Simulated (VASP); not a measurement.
# GaAs (I-4m2) in VASP: settings compared

One crystal, GaAs, is run at these levels: PBE, r2SCAN; tasks: single point.

All numbers are computed with VASP 6.6.1; they aren't measurements. Logs are shortened: lines on timing, memory, paths and dates and some standing lists are left out, and cuts for length are marked.

**1. The cell of the first run**

The structure is tetragonal, space group I-4m2 (No. 119). Conventional cell: a = 4.007 Å, b = 4.007 Å, c = 5.599 Å, α = 90.00°, β = 90.00°, γ = 90.00°. Ga (site symmetry -4m2) is surrounded by 4 As at 2.44 Å. As (site symmetry -4m2) is surrounded by 4 Ga at 2.44 Å.

The cell was built by a generator and needn't be a form met in nature.

**2. Single point, PBE (uniaxial_z strain -1.2%)**

INCAR reads:

```
  ALGO = Fast
  EDIFF = 1E-6
  ENCUT = 520
  GGA = PE
  ISIF = 2
  ISMEAR = -1
  LASPH = T
  LCHARG = F
  LREAL = F
  LWAVE = F
  NBANDS = 16
  NELM = 100
  PREC = Accurate
  SIGMA = 0.02
```

KPOINTS reads:

```
k-points
0
Gamma
  8 8 8
```

POSCAR reads:

```
GaAs
1.0
    0.0000000000      2.8330850947      2.7996546906
    2.8330850947      0.0000000000      2.7996546906
    2.8330850947      2.8330850947      0.0000000000
Ga As
1 1
Direct
    0.0000000000      0.0000000000      0.0000000000
    0.2500000000      0.2500000000      0.2500000000
```

Potentials or basis: VASP PAW PBE potentials, release 64 (Ga_d, As).

Run with:

```
$ cat potpaw_PBE.64/Ga_d/POTCAR potpaw_PBE.64/As/POTCAR > POTCAR
$ mpirun -np 1 vasp_std > vasp.out
```

OUTCAR:

```text
EDIFF = 1E-6
   ENCUT = 520
   GGA = PE
   ISIF = 2
   ISMEAR = -1
   LASPH = T
   LREAL = F
   NELM = 100
   PREC = Accurate

 ion  position               nearest neighbor table
   1  0.000  0.000  0.000-   2 2.44   2 2.44   2 2.44   2 2.44
   2  0.250  0.250  0.250-   1 2.44   1 2.44   1 2.44   1 2.44

  LATTYP: Found a body centered tetragonal cell.
 ALAT       =     4.0065873643
 C/A-ratio  =     1.3975258423

  Lattice vectors:

 A1 = (   0.0000000000,  -2.8330850947,  -2.7996546906)
 A2 = (   0.0000000000,   2.8330850947,  -2.7996546906)
 A3 = (   2.8330850947,   0.0000000000,   2.7996546906)

Analysis of symmetry for initial positions (statically):
=====================================================================
 Subroutine PRICEL returns:
 Original cell was already a primitive cell.

 Routine SETGRP: Setting up the symmetry group for a
 body centered tetragonal supercell.

 Subroutine GETGRP returns: Found  8 space group operations
 (whereof  8 operations were pure point group operations)
 out of a pool of 16 trial point group operations.

The static configuration has the point symmetry D_2d.

Analysis of symmetry for dynamics (positions and initial velocities):
=====================================================================
 Subroutine PRICEL returns:
 Original cell was already a primitive cell.

 Routine SETGRP: Setting up the symmetry group for a
 body centered tetragonal supercell.

 Subroutine GETGRP returns: Found  8 space group operations
 (whereof  8 operations were pure point group operations)
 out of a pool of 16 trial point group operations.

The dynamic configuration has the point symmetry D_2d.

 Subroutine INISYM returns: Found  8 space group operations
 (whereof  8 operations are pure point group operations),
 and found     1 'primitive' translations

----------------------------------------------------------------------------------------

                                     Primitive cell

  volume of cell :      44.9421

  direct lattice vectors                    reciprocal lattice vectors
     0.000000000  2.833085095  2.799654691    -0.176486051  0.176486051  0.178593454
     2.833085095  0.000000000  2.799654691     0.176486051 -0.176486051  0.178593454
     2.833085095  2.833085095  0.000000000     0.176486051  0.176486051 -0.178593454

  length of vectors
     3.983018647  3.983018647  4.006587364     0.306904340  0.306904340  0.306904340

  position of ions in fractional coordinates (direct lattice)
     0.000000000  0.000000000  0.000000000
     0.250000000  0.250000000  0.250000000

  ion indices of the primitive-cell ions
   primitive index   ion index
                 1           1
                 2           2

----------------------------------------------------------------------------------------

 KPOINTS: k-points

Automatic generation of k-mesh.
 Grid dimensions read from file:
 generate k-points for:    8    8    8

 Generating k-lattice:

  Cartesian coordinates                     Fractional coordinates (reciprocal lattice)
    -0.022060756  0.022060756  0.022324182     0.125000000  0.000000000  0.000000000
     0.022060756 -0.022060756  0.022324182     0.000000000  0.125000000  0.000000000
     0.022060756  0.022060756 -0.022324182    -0.000000000 -0.000000000  0.125000000

  Length of vectors
     0.038363043  0.038363043  0.038363043

  Shift w.r.t. Gamma in fractional coordinates (k-lattice)
     0.000000000  0.000000000  0.000000000

 Subroutine IBZKPT returns following result:
 ===========================================

 Found     59 irreducible k-points:

 Following reciprocal coordinates:
            Coordinates               Weight
  0.000000  0.000000  0.000000      1.000000
  0.125000  0.000000  0.000000      8.000000
  0.250000  0.000000  0.000000      8.000000
  0.375000  0.000000  0.000000      8.000000
  0.500000  0.000000  0.000000      4.000000
  0.125000  0.125000  0.000000      2.000000
[... 16 lines left out ...]
  0.250000  0.000000  0.125000     16.000000
  0.375000  0.000000  0.125000     16.000000
 [... further k-points ...]
   k-points           NKPTS =     59   k-points in BZ     NKDIM =     59   number of bands    NBANDS=     16
   number of dos      NEDOS =    301   number of ions     NIONS =      2
   total plane-waves  NPLWV =  27000
   dimension x,y,z NGX =    30 NGY =   30 NGZ =   30
   dimension x,y,z NGXF=    60 NGYF=   60 NGZF=   60
   ions per type =               1   1
   NGX,Y,Z   is equivalent  to a cutoff of  12.52, 12.52, 12.45 a.u.
   NGXF,Y,Z  is equivalent  to a cutoff of  25.04, 25.04, 24.90 a.u.
 SYSTEM =  unknown system
   PREC   = accura    normal or accurate (medium, high low for compatibility)
   ISTART =      0    job   : 0-new  1-cont  2-samecut
   ICHARG =      2    charge: 1-file 2-atom 10-const
   ISPIN  =      1    spin polarized calculation?
   LNONCOLLINEAR =      F non collinear calculations
   LSORBIT =      F    spin-orbit coupling
   LASPH  =      T    aspherical Exc in radial PAW
   ENCUT  =  520.0 eV  38.22 Ry    6.18 a.u.   7.41  7.41  7.45*2*pi/ulx,y,z
   NELM   =    100;   NELMIN=  2; NELMDL= -5     # of ELM steps
   EDIFF  = 0.1E-05   stopping-criterion for ELM
   LREAL  =      F    real-space projection
   EDIFFG = 0.1E-04   stopping-criterion for IOM
   NSW    =      0    number of steps for IOM
   IBRION =     -1    ionic relax: 0-MD 1-quasi-New 2-CG
   NFREE  =      0    steps in history (QN), initial steepest desc. (CG)
   ISIF   =      2    stress and relaxation
   ISYM   =      2    0-nonsym 1-usesym 2-fastsym
   POTIM  = 0.5000    time-step for ionic-motion
   TEBEG  =    0.0;   TEEND  =   0.0 temperature during run
   PSTRESS=    0.0 pullay stress
   NELECT =      18.0000    total number of electrons
   NUPDOWN=      -1.0000    fix difference up-down
   EMIN   =  10.00;   EMAX   =-10.00  energy-range for DOS
   EFERMI =   0.00;   METHOD = LEGACY
   ISMEAR =    -1;   SIGMA  =   0.02  broadening in eV -4-tet -1-fermi 0-gaus
   EFERMI_NEDOS =   21; number of points for ismear=-14 and -15
   IALGO  =     68    algorithm
   IMIX   =      4    mixing-type and parameters
     AMIX     =   0.40;   BMIX     =  1.00
     AMIX_MAG =   1.60;   BMIX_MAG =  1.00
  volume/ion in A,a.u.               =      22.47       151.64
  Fermi-wavevector in a.u.,A,eV,Ry     =   1.206742  2.280412 19.813161  1.456226
  Thomas-Fermi vector in A             =   2.342400
   LORBIT       =      0    0 simple, 1 ext, 2 COOP (PROOUT), +10 PAW based schemes
   GGA     = PE    functional components
   LHFCALC =     F    Hartree Fock is set to
   AEXX    =    0.0000 exact exchange contribution
   IVDW    =     0    specifies the selected vdW correction
   LEPSILON=     F    determine dielectric tensor
   LRPA    =     F    only Hartree local field effects (RPA)
 non-spin polarized calculation
 RMM-DIIS sequential band-by-band and
  energy-cutoff  :      520.00
  volume of cell :       44.94
 maximum number of plane-waves:      1243
 NGX is ok and might be reduce to    30
   NGX = 15   NGY = 15   NGZ = 15

 number of electron      17.9999999 magnetization

 Free energy of the ion-electron system (eV)
  ---------------------------------------------------
  ext. energy  EPLUGINS =         0.00000000
  ---------------------------------------------------
  free energy    TOTEN  =        -8.24091907 eV

  energy without entropy =       -8.24091907  energy(sigma->0) =       -8.24091907

 E-fermi :   4.2852     XC(G=0):  -9.6110

 val. band max:        4.0275437575   @ k =   0.0000   0.0000   0.0000
 cond. band min:       4.5415354980   @ k =   0.0000   0.0000   0.0000
 fundamental gap:      0.5139917406
 Fermi energy:         4.2851764405

 k-point     1 :       0.0000    0.0000    0.0000
  band No.  band energies     occupation
      1     -10.8375      2.00000
      2     -10.8375      2.00000
      3     -10.8345      2.00000
      4     -10.7570      2.00000
      5     -10.7551      2.00000
      6      -8.7805      2.00000
[... 8 lines left out ...]
     15      14.0030      0.00000
     16      14.2279      0.00000

 k-point     2 :       0.1250    0.0000    0.0000
  band No.  band energies     occupation
      1     -10.8503      2.00000
      2     -10.8338      2.00000
      3     -10.8318      2.00000
      4     -10.7573      2.00000
      5     -10.7552      2.00000
      6      -8.5964      2.00000
[... 8 lines left out ...]
     15      13.1777      0.00000
     16      13.3341      0.00000

 k-point     3 :       0.2500    0.0000    0.0000
  band No.  band energies     occupation
      1     -10.8804      2.00000
      2     -10.8260      2.00000
      3     -10.8241      2.00000
      4     -10.7570      2.00000
      5     -10.7545      2.00000
      6      -8.0824      2.00000
[... 8 lines left out ...]
     15      12.9900      0.00000
     16      13.0845      0.00000

 k-point     4 :       0.3750    0.0000    0.0000
  band No.  band energies     occupation
      1     -10.9072      2.00000
      2     -10.8197      2.00000
      3     -10.8179      2.00000
      4     -10.7551      2.00000
      5     -10.7521      2.00000
      6      -7.3930      2.00000
[... 8 lines left out ...]
     15      14.1709      0.00000
     16      14.2155      0.00000
[... 324 lines left out ...]
 k-point    22 :       0.1250    0.0000    0.1250
  band No.  band energies     occupation
      1     -10.8589      2.00000
      2     -10.8303      2.00000
      3     -10.8277      2.00000
      4     -10.7586      2.00000
      5     -10.7545      2.00000
      6      -8.5369      2.00000
[... 8 lines left out ...]
     15      12.8731      0.00000
     16      14.4167      0.00000

 k-point    23 :       0.2500    0.0000    0.1250
  band No.  band energies     occupation
      1     -10.8823      2.00000
      2     -10.8231      2.00000
      3     -10.8204      2.00000
      4     -10.7609      2.00000
      5     -10.7529      2.00000
      6      -8.1327      2.00000
[... 8 lines left out ...]
     15      14.0674      0.00000
     16      14.2361      0.00000

 k-point    24 :       0.3750    0.0000    0.1250
  band No.  band energies     occupation
      1     -10.9065      2.00000
      2     -10.8177      2.00000
      3     -10.8137      2.00000
      4     -10.7600      2.00000
      5     -10.7515      2.00000
      6      -7.4852      2.00000
[... 8 lines left out ...]
     15      14.1662      0.00000
     16      14.9961      0.00000

 [... further k-points ...]

------------------------ aborting loop because EDIFF is reached ----------------------------------------

  FORCE on cell =-STRESS in cart. coord.  units (eV):
  Direction    XX          YY          ZZ          XY          YZ          ZX
  --------------------------------------------------------------------------------------
  -------------------------------------------------------------------------------------
  Total        1.0277762      1.0277762      1.2197055      0.0000000      0.0000000      0.0000000
  in kB       36.6399960     36.6399960     43.4822357      0.0000000      0.0000000      0.0000000
  external PRESSURE =      38.9207426 kB  Pullay stress =       0.0000000 kB

 VOLUME and BASIS-vectors are now :
 -----------------------------------------------------------------------------
  energy-cutoff  :      520.00
  volume of cell :       44.94
      direct lattice vectors                 reciprocal lattice vectors
     0.000000000  2.833085095  2.799654691    -0.176486051  0.176486051  0.178593454
     2.833085095  0.000000000  2.799654691     0.176486051 -0.176486051  0.178593454
     2.833085095  2.833085095  0.000000000     0.176486051  0.176486051 -0.178593454

 POSITION                                       TOTAL-FORCE (eV/Angst)
 -----------------------------------------------------------------------------------
      0.00000      0.00000      0.00000        -0.000000     -0.000000     -0.000000
      1.41654      1.41654      1.39983         0.000000      0.000000      0.000000
 -----------------------------------------------------------------------------------
    total drift:                                0.000002      0.000002      0.000001

  FREE ENERGIE OF THE ION-ELECTRON SYSTEM (eV)
  ---------------------------------------------------
  free  energy   TOTEN  =        -8.2409190711 eV

  energy  without entropy=       -8.2409190652  energy(sigma->0) =       -8.24091907
```

Wall time 22 s (1 thread of AMD EPYC 9R45 (Zen 5), shared host); peak memory 0.16 GiB.

What came out:

```yaml
Free_energy: -8.2409 eV
Pressure: 3.9 GPa
Band_gap_on_the_k_mesh: 0.51 eV, direct
```

A k mesh can miss the band edges.

**3. Single point, r2SCAN (uniaxial_x strain +2.8%)**

POSCAR reads:

```
GaAs
1.0
    0.0000000000      2.8330850947      2.8330850947
    2.9132614029      0.0000000000      2.8330850947
    2.9132614029      2.8330850947      0.0000000000
Ga As
1 1
Direct
    0.0000000000      0.0000000000      0.0000000000
    0.2500000000      0.2500000000      0.2500000000
```

INCAR.step1 reads:

```
SYSTEM = GaAs
PREC = Accurate ; ENCUT = 520
ISMEAR = 0 ; SIGMA = 0.01
LREAL = .FALSE. ; LASPH = .TRUE.
NELM = 100 ; NBANDS = 16
GGA = PE ; ALGO = Normal
EDIFF = 1E-4 ; LWAVE = .TRUE.
LCHARG = .FALSE.
```

INCAR.step2 reads:

```
SYSTEM = GaAs
PREC = Accurate ; ENCUT = 520
EDIFF = 1E-7 ; ISMEAR = 0
SIGMA = 0.01 ; LREAL = .FALSE.
LASPH = .TRUE. ; NELM = 100
ALGO = Normal ; ISIF = 2
LWAVE = .FALSE. ; LCHARG = .FALSE.
METAGGA = R2SCAN ; LMIXTAU = .TRUE.
NBANDS = 16 ; ISTART = 1
```

KPOINTS reads:

```
Automatic mesh
0
G
  8 8 8
  0 0 0
```

Potentials or basis: VASP PAW PBE potentials, release 64 (Ga_d, As).

Run with:

```
$ cat potpaw_PBE.64/Ga_d/POTCAR potpaw_PBE.64/As/POTCAR > POTCAR
$ cp INCAR.step1 INCAR
$ mpirun -np 1 vasp_std > vasp.out
$ cp INCAR.step2 INCAR
$ mpirun -np 1 vasp_std > vasp.out
```

Run time: 100 s. Hardware: 1 thread of AMD EPYC 9R45 (Zen 5), shared host; peak memory 0.17 GiB.

Results (log left out):

* Free energy: -27.0411 eV
* Pressure: -1.8 GPa
* Band gap on the k mesh: 0.66 eV, direct

Stress tensor (GPa, compression positive):
```
-3.09  0.00  0.00
 0.00 -1.17  0.00
 0.00  0.00 -1.17
```

Levels at points of the mesh, in eV from the valence-band top:
```tsv
k point	band 5	band 6	band 7	band 8	band 9	band 10	band 11	band 12	band 13	band 14
(0.00, 0.00, 0.00)	-15.15	-13.02	-0.17	0.00	0.00	0.66	3.95	3.95	4.04	8.07
(0.50, 0.00, 0.00)	-15.15	-11.27	-6.68	-1.30	-1.07	1.19	4.84	5.01	8.19	10.79
(0.50, 0.50, 0.00)	-15.14	-10.51	-6.83	-2.78	-2.76	1.70	1.81	10.40	10.56	11.41
(0.00, 0.50, 0.50)	-15.15	-10.61	-7.00	-2.58	-2.58	1.88	2.09	10.51	10.51	11.22
```

Caveat: the PAW data sets were made with another functional, which shifts forces and pressure a little.

[end of part 1 of 2]
